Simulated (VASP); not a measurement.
# Re: elastic constants with PBE

Crystal: Re.

```
Re
1.0
     2.77119    0.00000    0.00000
    -1.38559    2.39992    0.00000
     0.00000    0.00000    4.49023
Re
2
Cartesian
  0.0000 1.5999 1.1226
  1.3856 0.8000 3.3677
```

```json
{
  "Program": "VASP 6.6.1",
  "Task": "elastic constants",
  "Functional": "PBE",
  "Potentials or basis": "VASP PAW PBE potentials, release 64 (Re)",
  "Cutoff": "600 eV",
  "k mesh": "30 × 30 × 15",
  "Occupations": "methfessel-paxton, width 0.2 eV",
  "Spin": "no spin polarisation",
  "Ions in elastic constants": "relaxed",
  "Further INCAR settings": "ALGO = Normal; EDIFF = 1e-08; IBRION = 6; POTIM = 0.015; NSW = 1; ISIF = 3"
}
```

```json
{
 "Voigt bulk modulus": "374 GPa",
 "Highest phonon frequency at Γ": "112 cm⁻¹"
}
```

Step by step:
```tsv
step	energy change (eV)	largest force (eV/Å)	pressure (GPa)	volume (Å³)
1	0.0000	0.0000	0.03	29.86
2	0.0000	0.0000	-0.12	29.88
3	-0.0002	0.0000	-0.05	29.87
4	-0.0002	0.0000	-0.05	29.87
5	-0.0002	0.0000	0.17	29.85
6	-0.0002	0.0000	0.03	29.86
7	-0.0002	0.0000	0.00	29.87
```

Phonon frequencies in cm⁻¹ (negative: imaginary):
| q point | frequencies |
| --- | --- |
| (0.000, 0.000, 0.000) | 0 0 0 67 112 112 |

Elastic tensor in Voigt notation (GPa, in the Cartesian axes of the cell as first typed):
```
615 275 228   0   0   0
275 615 228   0   0   0
228 228 669   0   0   0
  0   0   0 161   0   0
  0   0   0   0 161   0
  0   0   0   0   0 170
```

Clamped-ion elastic tensor (GPa):
```
626 264 228   0   0   0
264 626 228   0   0   0
228 228 669   0   0   0
  0   0   0 161   0   0
  0   0   0   0 161   0
  0   0   0   0   0 181
```

Wall time 45 min on 2 MPI ranks on Intel(R) Xeon(R) Platinum 8488C (Sapphire Rapids), on a shared host, peak memory 2.2 GiB a rank.

The run has no spin-orbit coupling, so splittings on Re are missing.
